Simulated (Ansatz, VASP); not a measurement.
## Se: changing spin-orbit coupling

The cell as given:

```cif
data_structure
_symmetry_space_group_name_H-M 'P 1'
_symmetry_Int_Tables_number 1
_cell_length_a 2.8106
_cell_length_b 2.8106
_cell_length_c 2.8106
_cell_angle_alpha 90.000
_cell_angle_beta 90.000
_cell_angle_gamma 90.000
_cell_volume 22.20
loop_
_atom_site_label
_atom_site_type_symbol
_atom_site_fract_x
_atom_site_fract_y
_atom_site_fract_z
_atom_site_occupancy
Se1 Se 0.00000 0.00000 0.00000 1
```

This isn't the form of Se at room conditions, which is trigonal, of chains.

Kept alike: task relaxation of cell and atoms; functional LDA; k mesh 7 × 7 × 7; occupations fermi-dirac, width 0.05 eV. Program: Ansatz, Ansatz PAW, cutoff 420 eV. The mesh is that of the run's cell of 1 atom.

| spin-orbit coupling | volume (Å³/atom) |
| --- | --- |
| off | 21.130 |
| on | 21.203 |

The relaxations keep at least the cell's symmetry (Pm-3m). For a metal such a mesh leaves the last digits unconverged. Relaxations stop with a little pressure left, so the last digits of a volume or edge aren't settled. All rows use potentials made for PBE.

Task: What does spin-orbit coupling change here?

Result: The volume runs from 21.130 (off) to 21.203 Å³/atom (on). A twin series (VASP, LDA PAW files Se, 600 eV) moves it by +0.0737 between off and on, against +0.0729 Å³/atom here.
